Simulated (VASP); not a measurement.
# Si2W (P6_222) in VASP: reference runs

Reference runs on Si2W: the cell as given, and energy against volume gives the equilibrium volume and stiffness.

Program: VASP 6.6.1. These are calculated values, not measurements. Logs are shortened: lines on timing, memory, paths and dates and some standing lists are left out, and cuts for length are marked.

**1. Starting point**

It takes space group P6_222 (No. 180, hexagonal). Conventional cell: a = 4.617 Å, b = 4.617 Å, c = 6.653 Å, α = 90.00°, β = 90.00°, γ = 120.00°. Around W (site symmetry 222) lie 10 Si at 2.59 to 2.69 Å. Around Si (site symmetry 2) lie 5 Si at 2.57 to 2.69 Å and 5 W at 2.59 to 2.69 Å.

Measurements of this composition are mostly on another form, of space group No. 139.

**2. Single point, PBEsol**

The input, INCAR:

```
SYSTEM = Si2W
PREC = Accurate
ENCUT = 520
EDIFF = 1E-7
ISMEAR = -1
SIGMA = 0.05
LREAL = .False.
LASPH = .True.
NELM = 100
ALGO = Normal
ISIF = 2
LWAVE = .False.
LCHARG = .True.
GGA = PS
LVHAR = .True.
NBANDS = 43
KPAR = 4
```

The input, KPOINTS:

```
Automatic mesh
0
Gamma
  7 7 4
  0 0 0
```

The input, POSCAR:

```
Si2W
1.0
    4.6168523821      0.0000000000      0.0000000000
   -2.3084261911      3.9983114484      0.0000000000
    0.0000000000      0.0000000000      6.6532220000
W Si
3 6
Direct
    0.5000000000      0.0000000000      0.5000000000
    0.5000000000      0.5000000000      0.8333333333
    0.0000000000      0.5000000000      0.1666666667
    0.3272520000      0.1636260000      0.1666666667
    0.8363740000      0.1636260000      0.8333333333
    0.1636260000      0.3272520000      0.5000000000
    0.6727480000      0.8363740000      0.1666666667
    0.1636260000      0.8363740000      0.8333333333
    0.8363740000      0.6727480000      0.5000000000
```

Potentials or basis: VASP PAW PBE potentials, release 64 (W_sv, Si).

Started as:

```sh
cat potpaw_PBE.64/W_sv/POTCAR potpaw_PBE.64/Si/POTCAR > POTCAR
mpirun -np 4 vasp_std > vasp.out
```

OUTCAR:

```text
SYSTEM = Si2W
   PREC = Accurate
   ENCUT = 520
   EDIFF = 1E-7
   ISMEAR = -1
   LREAL = .False.
   LASPH = .True.
   NELM = 100
   ISIF = 2
   GGA = PS

 ion  position               nearest neighbor table
   1  0.500  0.000  0.500-   5 2.59   8 2.59   7 2.59   4 2.59   6 2.65   9 2.65   9 2.65   6 2.65
                             6 2.69   9 2.69   3 3.20   3 3.20   2 3.20   2 3.20
   2  0.500  0.500  0.833-   6 2.59   9 2.59   7 2.59   4 2.59   8 2.65   5 2.65   8 2.65   5 2.65
                             8 2.69   5 2.69   1 3.20   1 3.20   3 3.20   3 3.20
   3  0.000  0.500  0.167-   6 2.59   9 2.59   8 2.59   5 2.59   4 2.65   7 2.65   7 2.65   4 2.65
                             7 2.69   4 2.69   1 3.20   1 3.20   2 3.20   2 3.20
   4  0.327  0.164  0.167-   6 2.57   8 2.57   1 2.59   2 2.59   7 2.62   3 2.65   3 2.65   3 2.69
                             7 2.69   7 2.69
   5  0.836  0.164  0.833-   6 2.57   7 2.57   1 2.59   3 2.59   8 2.62   2 2.65   2 2.65   2 2.69
                             8 2.69   8 2.69
   6  0.164  0.327  0.500-   5 2.57   4 2.57   2 2.59   3 2.59   9 2.62   1 2.65   1 2.65   1 2.69
                             9 2.69   9 2.69
   7  0.673  0.836  0.167-   9 2.57   5 2.57   1 2.59   2 2.59   4 2.62   3 2.65   3 2.65   3 2.69
                             4 2.69   4 2.69
   8  0.164  0.836  0.833-   9 2.57   4 2.57   1 2.59   3 2.59   5 2.62   2 2.65   2 2.65   2 2.69
                             5 2.69   5 2.69
   9  0.836  0.673  0.500-   8 2.57   7 2.57   2 2.59   3 2.59   6 2.62   1 2.65   1 2.65   1 2.69
                             6 2.69   6 2.69

  LATTYP: Found a hexagonal cell.
 ALAT       =     4.6168523821
 C/A-ratio  =     1.4410731488

  Lattice vectors:

 A1 = (   4.6168523821,   0.0000000000,   0.0000000000)
 A2 = (  -2.3084261911,   3.9983114484,   0.0000000000)
 A3 = (   0.0000000000,   0.0000000000,   6.6532220000)

Analysis of symmetry for initial positions (statically):
=====================================================================
 Subroutine PRICEL returns:
 Original cell was already a primitive cell.

 Routine SETGRP: Setting up the symmetry group for a
 hexagonal supercell.

 Subroutine GETGRP returns: Found 12 space group operations
 (whereof  4 operations were pure point group operations)
 out of a pool of 24 trial point group operations.

The static configuration has the point symmetry D_2 .
 The point group associated with its full space group is D_6 .

Analysis of symmetry for dynamics (positions and initial velocities):
=====================================================================
 Subroutine PRICEL returns:
 Original cell was already a primitive cell.

 Routine SETGRP: Setting up the symmetry group for a
 hexagonal supercell.

 Subroutine GETGRP returns: Found 12 space group operations
 (whereof  4 operations were pure point group operations)
 out of a pool of 24 trial point group operations.

The dynamic configuration has the point symmetry D_2 .
 The point group associated with its full space group is D_6 .

 Subroutine INISYM returns: Found 12 space group operations
 (whereof  4 operations are pure point group operations),
 and found     1 'primitive' translations

----------------------------------------------------------------------------------------

                                     Primitive cell

  volume of cell :     122.8159

  direct lattice vectors                    reciprocal lattice vectors
     4.616852382  0.000000000  0.000000000     0.216597785  0.125052790  0.000000000
    -2.308426191  3.998311448  0.000000000     0.000000000  0.250105579  0.000000000
     0.000000000  0.000000000  6.653222000     0.000000000  0.000000000  0.150303116

  length of vectors
     4.616852382  4.616852382  6.653222000     0.250105579  0.250105579  0.150303116

  position of ions in fractional coordinates (direct lattice)
     0.500000000  0.000000000  0.500000000
     0.500000000  0.500000000  0.833333333
     0.000000000  0.500000000  0.166666667
     0.327252000  0.163626000  0.166666667
[... 58 lines left out ...]
 Fermi energy:        12.2636738336

 k-point     1 :       0.0000    0.0000    0.0000
  band No.  band energies     occupation
      1     -62.0392      2.00000
      2     -62.0274      2.00000
      3     -62.0274      2.00000
      4     -26.4038      2.00000
      5     -26.4003      2.00000
      6     -26.4003      2.00000
[... 35 lines left out ...]
     42      15.1231      0.00000
     43      15.5710      0.00000

 k-point     2 :       0.1429    0.0000    0.0000
  band No.  band energies     occupation
      1     -62.0386      2.00000
      2     -62.0278      2.00000
      3     -62.0273      2.00000
      4     -26.4217      2.00000
      5     -26.4060      2.00000
      6     -26.3877      2.00000
[... 35 lines left out ...]
     42      15.1684      0.00000
     43      15.8438      0.00000

 k-point     3 :       0.2857    0.0000    0.0000
  band No.  band energies     occupation
      1     -62.0372      2.00000
      2     -62.0292      2.00000
      3     -62.0273      2.00000
      4     -26.4374      2.00000
      5     -26.4159      2.00000
      6     -26.3858      2.00000
[... 35 lines left out ...]
     42      15.4335      0.00000
     43      15.9078      0.00000

 k-point     4 :       0.4286    0.0000    0.0000
  band No.  band energies     occupation
      1     -62.0355      2.00000
      2     -62.0309      2.00000
      3     -62.0273      2.00000
      4     -26.4457      2.00000
      5     -26.4225      2.00000
      6     -26.3864      2.00000
[... 863 lines left out ...]
     42      15.0588      0.00000
     43      15.3335      0.00000

 k-point    23 :       0.4286    0.1429    0.5000
  band No.  band energies     occupation
      1     -62.0351      2.00000
      2     -62.0308      2.00000
      3     -62.0277      2.00000
      4     -26.4403      2.00000
      5     -26.4225      2.00000
      6     -26.4095      2.00000
[... 35 lines left out ...]
     42      14.8997      0.00000
     43      15.4892      0.00000

 k-point    24 :       0.2857    0.2857    0.5000
  band No.  band energies     occupation
      1     -62.0351      2.00000
      2     -62.0304      2.00000
      3     -62.0282      2.00000
      4     -26.4375      2.00000
      5     -26.4213      2.00000
      6     -26.4202      2.00000
[... 35 lines left out ...]
     42      15.3729      0.00000
     43      15.4417      0.00000

------------------------ aborting loop because EDIFF is reached ----------------------------------------

  FORCE on cell =-STRESS in cart. coord.  units (eV):
  Direction    XX          YY          ZZ          XY          YZ          ZX
  --------------------------------------------------------------------------------------
  -------------------------------------------------------------------------------------
  Total       -4.0441278     -4.0441278     -4.1267411      0.0000000      0.0000000      0.0000000
  in kB      -52.7570892    -52.7570892    -53.8348100      0.0000000      0.0000000      0.0000000
  external PRESSURE =     -53.1163294 kB  Pullay stress =       0.0000000 kB

 VOLUME and BASIS-vectors are now :
 -----------------------------------------------------------------------------
  energy-cutoff  :      520.00
  volume of cell :      122.82
      direct lattice vectors                 reciprocal lattice vectors
     4.616852382  0.000000000  0.000000000     0.216597785  0.125052790  0.000000000
    -2.308426191  3.998311448  0.000000000     0.000000000  0.250105579  0.000000000
     0.000000000  0.000000000  6.653222000     0.000000000  0.000000000  0.150303116

 POSITION                                       TOTAL-FORCE (eV/Angst)
 -----------------------------------------------------------------------------------
      2.30843      0.00000      3.32661        -0.000000      0.000000      0.000000
      1.15421      1.99916      5.54435        -0.000000      0.000000      0.000000
     -1.15421      1.99916      1.10887        -0.000000      0.000000      0.000000
      1.13316      0.65423      1.10887         0.028712      0.016577     -0.000000
      3.48370      0.65423      5.54435        -0.028712      0.016577     -0.000000
     -0.00000      1.30846      3.32661        -0.000000      0.033154      0.000000
      1.17527      3.34408      1.10887        -0.028712     -0.016577      0.000000
     -1.17527      3.34408      5.54435         0.028712     -0.016577     -0.000000
      2.30843      2.68986      3.32661         0.000000     -0.033154      0.000000
 -----------------------------------------------------------------------------------
    total drift:                               -0.000000     -0.000000      0.000000

  FREE ENERGIE OF THE ION-ELECTRON SYSTEM (eV)
  ---------------------------------------------------
  free  energy   TOTEN  =       -79.2657319431 eV

  energy  without entropy=      -79.2625072684  energy(sigma->0) =      -79.26411961
```

Run time: 62 s. Hardware: 4 MPI ranks of Intel Xeon Platinum 8259CL at 2.50GHz (Skylake/Cascade Lake), shared host; peak memory 0.29 GiB.

Results:

```
Free energy            : -79.2657 eV
Pressure               : -5.3 GPa
Largest force          : 0.033 eV/Å
Band gap on the k mesh : 0.22 eV, indirect (least direct gap 0.68 eV)
```

Forces on the atoms (eV/Å):
```
W    0.000  0.000  0.000
W    0.000  0.000  0.000
W    0.000  0.000  0.000
Si   0.029  0.017  0.000
Si  -0.029  0.017  0.000
Si   0.000  0.033  0.000
Si  -0.029 -0.017  0.000
Si   0.029 -0.017  0.000
Si   0.000 -0.033  0.000
```

Levels at points of the mesh, in eV from the valence-band top:
```csv
k point,band 30,band 31,band 32,band 33,band 34,band 35,band 36,band 37
"(0.00, 0.00, 0.00)",-3.27,-2.92,-2.48,-0.85,2.28,2.28,2.36,2.41
"(0.00, 0.00, 0.50)",-2.63,-2.50,-0.63,-0.63,1.83,2.10,2.10,2.33
```

Caveat: the PAW data sets were made with another functional, which shifts forces and pressure a little; spin-orbit coupling is left out, which moves the levels of the heavy elements; an odd mesh through Γ misses points on the zone boundary, where band edges often lie.

**3. Equation of state, PBEsol, 12.83 Å³/atom (volume scaled by 0.94)**

INCAR, as its differences from that of step 2:

```diff
@@ -12,5 +12,4 @@
 LWAVE = .False.
-LCHARG = .True.
+LCHARG = .False.
 GGA = PS
-LVHAR = .True.
 NBANDS = 43
```

KPOINTS is that of step 2.

POSCAR, as its differences from that of step 2:

```diff
@@ -2,5 +2,5 @@
 1.0
-    4.6168523821      0.0000000000      0.0000000000
-   -2.3084261911      3.9983114484      0.0000000000
-    0.0000000000      0.0000000000      6.6532220000
+    4.5226044595      0.0000000000      0.0000000000
+   -2.2613022298      3.9166903532      0.0000000000
+    0.0000000000      0.0000000000      6.5174038494
 W Si
```

Potentials or basis: VASP PAW PBE potentials, release 64 (W_sv, Si).

Started as:

```sh
cat potpaw_PBE.64/W_sv/POTCAR potpaw_PBE.64/Si/POTCAR > POTCAR
mpirun -np 4 vasp_std > vasp.out
```

Wall time 48 s (4 MPI ranks of Intel Xeon Platinum 8259CL at 2.50GHz (Skylake/Cascade Lake), shared host); peak memory 0.28 GiB.

Results (log left out):

| Item | Value |
| --- | --- |
| Free energy | -79.1810 eV |
| Pressure | 9.8 GPa |
| Largest force | 0.004 eV/Å |
| Band gap on the k mesh | 0.22 eV, indirect (least direct gap 0.76 eV) |

Caveat: the PAW data sets were made with another functional, which shifts forces and pressure a little; spin-orbit coupling is left out, which moves the levels of the heavy elements; an odd mesh through Γ misses points on the zone boundary, where band edges often lie.

**4. Equation of state, PBEsol, 13.10 Å³/atom (volume scaled by 0.96)**

INCAR is that of step 3.

KPOINTS is that of step 3.

POSCAR, as its differences from that of step 3:

```diff
@@ -2,5 +2,5 @@
 1.0
-    4.5226044595      0.0000000000      0.0000000000
-   -2.2613022298      3.9166903532      0.0000000000
-    0.0000000000      0.0000000000      6.5174038494
+    4.5544548361      0.0000000000      0.0000000000
+   -2.2772274181      3.9442735884      0.0000000000
+    0.0000000000      0.0000000000      6.5633025718
 W Si
```

Started as:

```sh
cat potpaw_PBE.64/W_sv/POTCAR potpaw_PBE.64/Si/POTCAR > POTCAR
mpirun -np 4 vasp_std > vasp.out
```

Run time: 58 s. Hardware: 4 MPI ranks of Intel Xeon Platinum 8259CL at 2.50GHz (Skylake/Cascade Lake), shared host; peak memory 0.29 GiB.

Results (log left out):

- Free energy: -79.2875 eV
- Pressure: 4.2 GPa
- Largest force: 0.009 eV/Å
- Band gap on the k mesh: 0.22 eV, indirect (least direct gap 0.73 eV)

Caveat: the PAW data sets were made with another functional, which shifts forces and pressure a little; spin-orbit coupling is left out, which moves the levels of the heavy elements; an odd mesh through Γ misses points on the zone boundary, where band edges often lie.

**5. Equation of state, PBEsol, 13.37 Å³/atom (volume scaled by 0.98)**

INCAR is that of step 4.

KPOINTS is that of step 4.

POSCAR, as its differences from that of step 4:

```diff
@@ -2,5 +2,5 @@
 1.0
-    4.5544548361      0.0000000000      0.0000000000
-   -2.2772274181      3.9442735884      0.0000000000
-    0.0000000000      0.0000000000      6.5633025718
+    4.5858658620      0.0000000000      0.0000000000
+   -2.2929329311      3.9714763348      0.0000000000
+    0.0000000000      0.0000000000      6.6085681579
 W Si
```

Started as:

```sh
cat potpaw_PBE.64/W_sv/POTCAR potpaw_PBE.64/Si/POTCAR > POTCAR
mpirun -np 4 vasp_std > vasp.out
```

Wall time 55 s (4 MPI ranks of Intel Xeon Platinum 8259CL at 2.50GHz (Skylake/Cascade Lake), shared host); peak memory 0.29 GiB.

It converged, with:

```
Free energy            : -79.3129 eV
Pressure               : -0.8 GPa
Largest force          : 0.021 eV/Å
Band gap on the k mesh : 0.22 eV, indirect (least direct gap 0.70 eV)
```

Caveat: the PAW data sets were made with another functional, which shifts forces and pressure a little; spin-orbit coupling is left out, which moves the levels of the heavy elements; an odd mesh through Γ misses points on the zone boundary, where band edges often lie.

**6. Equation of state, PBEsol, 13.92 Å³/atom (volume scaled by 1.02)**

INCAR is that of step 5.

KPOINTS is that of step 5.

POSCAR, as its differences from that of step 5:

```diff
@@ -2,5 +2,5 @@
 1.0
-    4.5858658620      0.0000000000      0.0000000000
-   -2.2929329311      3.9714763348      0.0000000000
-    0.0000000000      0.0000000000      6.6085681579
+    4.6474284545      0.0000000000      0.0000000000
+   -2.3237142273      4.0247911039      0.0000000000
+    0.0000000000      0.0000000000      6.6972843569
 W Si
```

Potentials or basis: VASP PAW PBE potentials, release 64 (W_sv, Si).

Started as:

```sh
cat potpaw_PBE.64/W_sv/POTCAR potpaw_PBE.64/Si/POTCAR > POTCAR
mpirun -np 4 vasp_std > vasp.out
```

Wall time 52 s (4 MPI ranks of Intel Xeon Platinum 8259CL at 2.50GHz (Skylake/Cascade Lake), shared host); peak memory 0.3 GiB.

The run converged. Its results:

```yaml
Free_energy: -79.1536 eV
Pressure: -9.3 GPa
Largest_force: 0.044 eV/Å
Band_gap_on_the_k_mesh: 0.22 eV, indirect (least direct gap 0.65 eV)
```

Caveat: the PAW data sets were made with another functional, which shifts forces and pressure a little; spin-orbit coupling is left out, which moves the levels of the heavy elements; an odd mesh through Γ misses points on the zone boundary, where band edges often lie.

**7. Equation of state, PBEsol, 14.19 Å³/atom (volume scaled by 1.04)**

INCAR is that of step 6.

KPOINTS is that of step 6.

POSCAR, as its differences from that of step 6:

```diff
@@ -2,5 +2,5 @@
 1.0
-    4.6474284545      0.0000000000      0.0000000000
-   -2.3237142273      4.0247911039      0.0000000000
-    0.0000000000      0.0000000000      6.6972843569
+    4.6776074070      0.0000000000      0.0000000000
+   -2.3388037035      4.0509268433      0.0000000000
+    0.0000000000      0.0000000000      6.7407744350
 W Si
```

Started as:

```sh
cat potpaw_PBE.64/W_sv/POTCAR potpaw_PBE.64/Si/POTCAR > POTCAR
mpirun -np 4 vasp_std > vasp.out
```

Wall time 61 s (4 MPI ranks of Intel Xeon Platinum 8259CL at 2.50GHz (Skylake/Cascade Lake), shared host); peak memory 0.3 GiB.

The run converged. Its results:

| Item | Value |
| --- | --- |
| Free energy | -78.9833 eV |
| Pressure | -12.9 GPa |
| Largest force | 0.054 eV/Å |
| Band gap on the k mesh | 0.21 eV, indirect (least direct gap 0.62 eV) |

Caveat: the PAW data sets were made with another functional, which shifts forces and pressure a little; spin-orbit coupling is left out, which moves the levels of the heavy elements; an odd mesh through Γ misses points on the zone boundary, where band edges often lie.

**8. Equation of state, PBEsol, 14.46 Å³/atom (volume scaled by 1.06)**

INCAR is that of step 7.

KPOINTS is that of step 7.

POSCAR, as its differences from that of step 7:

```diff
@@ -2,5 +2,5 @@
 1.0
-    4.6776074070      0.0000000000      0.0000000000
-   -2.3388037035      4.0509268433      0.0000000000
-    0.0000000000      0.0000000000      6.7407744350
+    4.7074018880      0.0000000000      0.0000000000
+   -2.3537009441      4.0767296208      0.0000000000
+    0.0000000000      0.0000000000      6.7837104616
 W Si
```

Started as:

```sh
cat potpaw_PBE.64/W_sv/POTCAR potpaw_PBE.64/Si/POTCAR > POTCAR
mpirun -np 4 vasp_std > vasp.out
```

Wall time 59 s (4 MPI ranks of Intel Xeon Platinum 8259CL at 2.50GHz (Skylake/Cascade Lake), shared host); peak memory 0.29 GiB.

It converged, with:

```yaml
Free_energy: -78.7612 eV
Pressure: -16.1 GPa
Largest_force: 0.064 eV/Å
Band_gap_on_the_k_mesh: 0.21 eV, indirect (least direct gap 0.59 eV)
```

Caveat: the PAW data sets were made with another functional, which shifts forces and pressure a little; spin-orbit coupling is left out, which moves the levels of the heavy elements; an odd mesh through Γ misses points on the zone boundary, where band edges often lie.

**9. Equation of state, PBEsol**

Potentials or basis: VASP PAW PBE potentials, release 64 (W_sv, Si).

This step only gathers the single runs of the series.

Results:

```yaml
Equilibrium_volume: 13.33 Å³/atom
Bulk_modulus_at_fixed_shape_and_positions: 235 GPa
Pressure_derivative_of_the_bulk_modulus: 4.4
```

Energy against volume, from the lowest point:
| volume (Å³/atom) | energy (meV/atom) |
| --- | --- |
| 12.827 | 14.66 |
| 13.100 | 2.83 |
| 13.373 | 0.00 |
| 13.646 | 5.24 |
| 13.919 | 17.70 |
| 14.192 | 36.62 |
| 14.465 | 61.30 |

Caveat: the cell was scaled at fixed shape and fractional positions, which overstates the stiffness of a crystal with free parameters, most of all of layers and chains; the PAW data sets were made with another functional, which shifts forces and pressure a little. The run has no spin-orbit coupling, so splittings on W are missing.
